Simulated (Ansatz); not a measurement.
# PbF2: the cost of one run

Computed with Ansatz 0.2.0 (DFT PBEsol, scalar-relativistic, plane waves, PAW, unless a step's input says otherwise).

**1. Starting point**

Symmetry: Fm-3m, No. 225, cubic system. Conventional cell: a = 5.940 Å, b = 5.940 Å, c = 5.940 Å, α = 90.00°, β = 90.00°, γ = 90.00°. Pb (site symmetry m-3m) is surrounded by 8 F at 2.57 Å. F (site symmetry -43m) is surrounded by 4 Pb at 2.57 Å.

Coordinates:

```
CELL_PARAMETERS angstrom
0.00000 2.96985 2.96985
2.96985 0.00000 2.96985
2.96985 2.96985 0.00000
ATOMIC_POSITIONS crystal
Pb 0.00000 0.00000 0.00000
F 0.25000 0.25000 0.25000
F 0.75000 0.75000 0.75000
```

The cell is taken as given, not relaxed at this level.

**2. Zero of energy**

The reference gives a free energy of -13357.2321 eV, pressure -1.52 GPa, largest force 0.000 eV/Å and gap on the mesh 4.31 eV. It was computed beforehand with the settings of the runs below.

**3. The scan: a two-dimensional strain map**

The cell is strained by p along both x and y and by q along z, with fractional coordinates fixed.

**4. At p = -0.030, q = -0.030**

input.yaml reads:

```yaml
crystal:
  lattice:
    - [0.0, 2.8807545, 2.8807545]
    - [2.8807545, 0.0, 2.8807545]
    - [2.8807545, 2.8807545, 0.0]
  atoms:
    - { symbol: Pb, position: [0.0, 0.0, 0.0] }
    - { symbol: F, position: [0.25, 0.25, 0.25] }
    - { symbol: F, position: [0.75, 0.75, 0.75] }
basis:
  ecutwfc: 420
kpoints:
  mp_grid: { grid: [8, 8, 8] }
hamiltonian:
  xc: pbesol
scf:
  occupations: { method: gaussian, width: 0.05 }
output:
  forces: true
  stress: true
  eigenvalues: true
```

Run with:

```
$ ansatz run input.yaml --threads 1 --pin off --max-ram 1228MiB --backend cpu --events-out ev --progress --plain --runs-dir out
```

What time and memory should one allow on 1 thread of an Arm CPU, shared host?

About 2.1 s, with a peak of 0.3 GiB.
